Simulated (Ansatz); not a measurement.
What does this script print? It uses Ansatz 0.2.0, Python API.

`slab.py`
```python
"""A surface of TaC: energy and work function."""

import argparse

import ansatz as az
from ase import Atoms
from ase.build import surface
from ase.constraints import FixAtoms
import numpy as np

parser = argparse.ArgumentParser(description="A surface of TaC: energy and work function.")
parser.add_argument("--functional", required=True, help="exchange-correlation functional")
parser.add_argument("--cutoff-ev", type=float, default=320.0, help="basis")
parser.add_argument("--tolerance", type=float, default=1e-06, help="SCF tolerance (eV)")
args = parser.parse_args()


def main() -> None:
    atoms = Atoms(
        ["Ta", "C"],
        scaled_positions=[
            (0.0, 0.0, 0.0),
            (0.5, 0.5, 0.5),
        ],
        cell=[
            (0.0, 2.223, 2.223),
            (2.223, 0.0, 2.223),
            (2.223, 2.223, 0.0),
        ],
        pbc=True,
    )
    # the plane is named in the basis of this cell
    slab = surface(atoms, (0, 0, 1), 3, vacuum=6.0)
    slab.pbc = True

    print(slab.get_chemical_formula(), "area {:.3f} A^2, cell height {:.2f} A".format(np.linalg.norm(np.cross(slab.cell[0], slab.cell[1])), slab.cell[2, 2]))
    # hold the lower half
    slab.set_constraint(FixAtoms(mask=slab.positions[:, 2] < slab.positions[:, 2].mean()))


    def prepared(structure):
        return (
            az.Crystal.from_ase(structure).calculation()
            .functional(args.functional)
            .basis(args.cutoff_ev)
            .occupations(az.OccupationsMethod.FERMI_DIRAC, width=50 * az.meV)
            .scf(tolerance=args.tolerance, self_checks="low")
        )


    calc = prepared(slab)
    calc = calc.kpoints(6, 6, 1).electric_field(axis=3, dipole_correction=True)
    calc = calc.relax(force_tolerance=0.03, max_steps=30)
    res = calc.run(threads=1)
    summary = res.report

    print(f"slab free energy {summary['free_energy_ev']:.4f} eV, Fermi level {summary['fermi_energy_ev']:.3f} eV")
    for key, value in summary["work_function"].items():
        if isinstance(value, float):
            print(f"{key:34s} {value:12.5f}")

    # two faces, so half the excess energy for each
    bulk = prepared(atoms).kpoints(9, 9, 9).run(threads=1).report
    excess = summary["free_energy_ev"] - bulk["free_energy_ev"] * len(slab) / len(atoms)
    area = np.linalg.norm(np.cross(slab.cell[0], slab.cell[1]))
    print(f"mean surface energy {excess / (2 * area) * 16.02177:.3f} J/m^2 ({1000 * excess / (2 * area):.1f} meV/A^2)")

    print("atom   z before  z after (A)")
    for atom, site in zip(slab, res.lattice.sites):
        print(f"{atom.symbol:3s} {atom.z:9.3f} {site.position_ang[2]:9.3f}")


if __name__ == "__main__":
    main()
```

```console
$ python slab.py --functional LDA
C3Ta3 area 8.559 A^2, cell height 18.42 A
DeckWarning: basis.ecutwfc = 320 eV is below the records' recommended 420 eV, and the density's cutoff is lower with it unless basis.ecutrho_ratio is high enough to keep the records' density cutoff: compare with a run at a higher cutoff
DeckWarning: scf.convergence.dr2_threshold = 1e-6 eV is looser than this run's default, which is 1e-7 eV or tighter. The error in the forces grows as the threshold's square root, so leave the key out unless less accurate forces are enough
RunWarning: efield: at this solve's end the planar-averaged density reaches 1.22e-4 e/Å³ inside the ramp window [0.8957, 0.1043] (bound 1e-5 e/Å³); the window's nearer edge stands 4.08 Å from this [...]
slab free energy -29775.2933 eV, Fermi level 4.349 eV
ramp_position                           0.94471
ramp_width                              0.10000
amplitude_v_ang                         0.00000
dipole_field_v_ang                     -0.11859
dipole_moment_e_ang                    -0.10331
phi_plus_ev                             7.31209
phi_minus_ev                            5.12738
vacuum_level_plus_ev                   11.66098
vacuum_level_minus_ev                   9.47627
flatness_plus_ev_ang                    0.00045
flatness_minus_ev_ang                   0.00616
ramp_density_extremum_e_ang3            0.00008
ramp_density_minimum_e_ang3            -0.00000
ramp_density_bound_e_ang3               0.00001
ramp_density_effective_e_ang3           0.00008
plane_spacing_ang                       0.17053
mean surface energy 4.940 J/m^2 (308.3 meV/A^2)
atom   z before  z after (A)
Ta      6.000     6.000
C       7.283     7.283
Ta      8.567     8.567
C       9.850     9.793
Ta     11.134    11.214
C      12.417    12.193
```
(Warnings from the package without file and line, shortened, repeats left out.)

Notes:
- These settings explore the input space; cutoff and mesh may be short of convergence.
- The cutoff lies under the one recommended for these potentials.
- The density doesn't vanish in the vacuum (a short gap or a low cutoff), which blurs the vacuum level.
- The mesh is modest for a metal, so energies can be off by several to tens of meV an atom and pressures by half a GPa or more; differences at equal mesh fare better.
- Only differences from the Fermi energy are physical; the zero of the scale is a convention.
- Of the deposited cell: the entry's cell lengths or inner coordinates differ somewhat from later room-temperature determinations.
- Spin-orbit coupling, which matters for elements this heavy, is left out.
- The starting cell is as deposited in a crystallographic database; the results hold for this polymorph, which needn't be the stable one.
- The slab is thin and cut from the structure as given; a cut can leave two unlike or polar faces, and the surface energy is then their mean. Miller indices refer to the vectors of the cell as typed, and the lattice isn't relaxed for this functional, so relaxation and surface energy can hold strain.
- Wall time of the script: 11 s on 1 thread of Arm Neoverse V1, with other jobs on the host, peak memory 0.42 GiB.

(A comment or docstring line of the script was reworded after the run, the code is as it ran.)
